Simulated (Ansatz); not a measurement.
# A Ag vacancy in rocksalt AgCl, 63 atoms, charge −1

These are results of DFT, PBEsol, PAW, plane waves in Ansatz, not measurements.

Command:

```sh
ansatz run in.yaml --threads 8 --pin off --max-ram 118750MiB --runs-dir r --events-out ev --progress --plain --backend cuda --devices 0, --max-vram 170GiB
```

The input less its lattice and atoms:

```yaml
crystal:
  symmetry: { detect: false }
kpoints:
  mp_grid: { grid: [1, 1, 1], shift: [0.25, 0.25, 0.25] }
hamiltonian:
  xc: pbesol
total_charge: -1
scf:
  occupations: { method: fermi_dirac, width: 0.01 }
relax:
  f_tol: 0.03
  max_steps: 80
  escape_saddle: false
  adjacent_minimum: "off"
output:
  forces: true
  eigenvalues: true
  populations: true
  charged_corrections: { epsilon: 11.1 }
```

Start:

```xyz
63
Lattice="10.8955 0.0000 0.0000 0.0000 10.8955 0.0000 0.0000 0.0000 10.8955" Properties=species:S:1:pos:R:3 pbc="T T T"
Cl    2.7604    0.0091    0.0263
Cl    2.7228    0.0025    5.4563
Cl    2.7365    5.4280   10.8892
Cl    2.7300    5.4804    5.4830
Cl    8.1559   10.8946    0.0101
Cl    8.1887    0.0073    5.4359
Cl    8.1976    5.4693   10.8844
Cl    8.2233    5.4383    5.4375
Cl    0.0019    2.7143   10.8830
Cl   10.8944    2.7400    5.4302
Cl   10.8634    8.1417    0.0156
Cl   10.8880    8.1838    5.4672
Cl    5.4603    2.7249   10.8847
Cl    5.4275    2.7477    5.4617
Cl    5.4673    8.1633    0.0053
Cl    5.4237    8.1580    5.4376
Cl    0.0146    0.0080    2.7422
Cl    0.0100   10.8621    8.1686
Cl    0.0064    5.4595    2.7798
Cl   10.8851    5.4338    8.1403
Cl    5.4562    0.0459    2.7290
Cl    5.4601   10.8915    8.1908
Cl    5.4413    5.4329    2.7243
Cl    5.4521    5.4307    8.1605
Cl    2.7306    2.7085    2.7144
Cl    2.7228    2.7356    8.1874
Cl    2.6847    8.1676    2.7347
Cl    2.7514    8.1782    8.1462
Cl    8.2083    2.7294    2.7088
Cl    8.1503    2.7248    8.1459
Cl    8.1893    8.1878    2.6948
Cl    8.1650    8.1764    8.1873
Ag    0.0148    0.0159    0.0856
Ag   10.8908   10.8921    5.4671
Ag   10.8705    5.4753    0.0113
Ag    0.0191    5.4818    5.4430
Ag    5.3859    0.0388    0.0327
Ag    5.4782   10.8634    5.4565
Ag    5.4349    5.4610   10.8871
Ag    2.7072    2.7150    0.0066
Ag    2.7497    2.7603    5.4467
Ag    2.7543    8.1815   10.8631
Ag    2.7360    8.1471    5.4614
Ag    8.2027    2.7536   10.8664
Ag    8.1935    2.7261    5.4637
Ag    8.1915    8.2078   10.8921
Ag    8.1474    8.1804    5.4386
Ag    2.7232    0.0150    2.7579
Ag    2.7194    0.0203    8.1917
Ag    2.7046    5.4472    2.7534
Ag    2.7080    5.4325    8.2034
Ag    8.1984    0.0122    2.7060
Ag    8.2014   10.8912    8.1920
Ag    8.1792    5.4514    2.7409
Ag    8.2028    5.4622    8.1624
Ag    0.0013    2.7702    2.6965
Ag    0.0177    2.7473    8.1738
Ag    0.0143    8.1417    2.7259
Ag   10.8726    8.1657    8.1632
Ag    5.4262    2.7263    2.7459
Ag    5.4420    2.7101    8.1894
Ag    5.4191    8.2071    2.6869
Ag    5.4410    8.1540    8.1794
```

Steps:

```tsv
step	energy less the first (eV)	largest force component (eV/Å)
start	0.000	0.345
1	-0.263	0.122
2	-0.309	0.013
```

A structure on the way, about -0.26 eV from the start:

```
Cl Ag
1.0
    10.89550    0.00000    0.00000
     0.00000   10.89550    0.00000
     0.00000    0.00000   10.89550
Cl Ag
32 31
Direct
  0.25066 0.99951 0.00137
  0.24889 0.00028 0.50104
  0.24729 0.49989 0.99995
  0.24301 0.50107 0.50238
  0.74945 0.00094 0.00037
  0.75205 0.00050 0.49942
  0.75261 0.50075 0.99997
  0.75773 0.50034 0.49937
  0.99979 0.24945 0.99871
  0.00229 0.24784 0.49977
  0.00056 0.75011 0.99927
  0.99894 0.75304 0.50082
  0.50158 0.24961 0.99971
  0.50064 0.24015 0.50124
  0.50094 0.75127 0.00137
  0.50010 0.75816 0.49766
  0.00119 0.00034 0.25040
  0.00069 0.99928 0.75294
  0.00151 0.50045 0.25047
  0.99908 0.50005 0.75039
  0.50099 0.00288 0.24969
  0.50068 0.99923 0.75232
  0.50000 0.49978 0.24060
  0.50092 0.49943 0.75897
  0.24871 0.24914 0.24836
  0.24909 0.24863 0.75196
  0.24762 0.75138 0.24858
  0.24971 0.75148 0.75114
  0.75259 0.24950 0.24819
  0.75125 0.24841 0.74983
  0.75193 0.75179 0.24821
  0.74933 0.75138 0.75091
  0.00007 0.00117 0.00519
  0.00028 0.00025 0.50245
  0.99835 0.50281 0.00039
  0.00059 0.50175 0.49947
  0.49611 0.00275 0.00182
  0.50190 0.99890 0.50124
  0.49841 0.50123 0.99983
  0.24968 0.25031 0.00052
  0.25547 0.25352 0.49999
  0.25224 0.75003 0.99839
  0.25310 0.74676 0.50105
  0.75092 0.25236 0.99862
  0.75044 0.25242 0.50105
  0.75167 0.75256 0.99977
  0.74616 0.74847 0.49907
  0.25050 0.00107 0.25345
  0.25006 0.00075 0.75055
  0.25244 0.50070 0.25400
  0.25154 0.49888 0.75054
  0.75144 0.00091 0.24929
  0.75138 0.99995 0.75115
  0.74736 0.50030 0.25331
  0.74891 0.50078 0.74762
  0.99954 0.25269 0.24921
  0.00135 0.25191 0.74935
  0.00117 0.74849 0.24973
  0.99837 0.75056 0.74876
  0.49903 0.25290 0.25405
  0.50070 0.25095 0.74936
  0.49898 0.74989 0.24996
  0.49883 0.74662 0.74795
```

End:

```xyz
63
Lattice="10.8955 0.0000 0.0000 0.0000 10.8955 0.0000 0.0000 0.0000 10.8955" Properties=species:S:1:pos:R:3 pbc="T T T"
Cl    2.7046    0.0048    0.0125
Cl    2.6834    0.0015    5.4575
Cl    2.6799    5.4535   10.8930
Cl    2.6082    5.4566    5.4615
Cl    8.1971    0.0069    0.0021
Cl    8.2200    0.0063    5.4500
Cl    8.2164    5.4555    0.0039
Cl    8.3027    5.4417    5.4373
Cl    0.0017    2.7078    0.0010
Cl    0.0171    2.6848    5.4522
Cl    0.0008    8.1994   10.8913
Cl   10.8915    8.2178    5.4547
Cl    5.4548    2.6871    0.0007
Cl    5.4509    2.6011    5.4645
Cl    5.4511    8.2234    0.0180
Cl    5.4476    8.2997    5.4348
Cl    0.0064    0.0077    2.7121
Cl    0.0026    0.0019    8.2032
Cl    0.0127    5.4567    2.6822
Cl   10.8871    5.4535    8.2158
Cl    5.4552    0.0217    2.6896
Cl    5.4507   10.8877    8.2236
Cl    5.4461    5.4507    2.6005
Cl    5.4499    5.4531    8.3009
Cl    2.7224    2.7252    2.7216
Cl    2.7219    2.7173    8.1886
Cl    2.7133    8.1848    2.7198
Cl    2.7232    8.1813    8.1822
Cl    8.1874    2.7243    2.7193
Cl    8.1829    2.7201    8.1760
Cl    8.1847    8.1848    2.7163
Cl    8.1689    8.1792    8.1730
Ag    0.0034    0.0059    0.0133
Ag    0.0034    0.0036    5.4578
Ag   10.8951    5.4534    0.0014
Ag    0.0077    5.4504    5.4489
Ag    5.4502    0.0093    0.0094
Ag    5.4526    0.0015    5.4577
Ag    5.4473    5.4555    0.0027
Ag    2.7368    2.7380    0.0089
Ag    2.7722    2.7679    5.4531
Ag    2.7365    8.1681    0.0015
Ag    2.7601    8.1391    5.4510
Ag    8.1666    2.7416   10.8944
Ag    8.1435    2.7594    5.4470
Ag    8.1656    8.1717   10.8905
Ag    8.1333    8.1323    5.4452
Ag    2.7406    0.0064    2.7463
Ag    2.7352    0.0027    8.1742
Ag    2.7648    5.4548    2.7685
Ag    2.7577    5.4484    8.1422
Ag    8.1700    0.0061    2.7344
Ag    8.1665    0.0023    8.1661
Ag    8.1375    5.4565    2.7577
Ag    8.1325    5.4497    8.1281
Ag    0.0057    2.7429    2.7345
Ag    0.0056    2.7381    8.1650
Ag    0.0018    8.1695    2.7337
Ag   10.8942    8.1671    8.1640
Ag    5.4554    2.7729    2.7745
Ag    5.4522    2.7606    8.1456
Ag    5.4482    8.1455    2.7598
Ag    5.4455    8.1334    8.1342
```

Self-consistency was reached.

Time: 3.7 s of wall time on one NVIDIA GB200 with 8 processor threads, on a host shared with other runs; peak host memory 2 GiB.

Question: How much energy did the relaxation gain, and which atom moved most?

Answer: 0.31 eV in 2 steps, from a start with small random displacements; atom 14 (Cl) moved 0.15 Å, the median atom 0.04 Å (drift of the whole cell removed).

The one k point has no symmetry partners, which can distort the end along one axis.
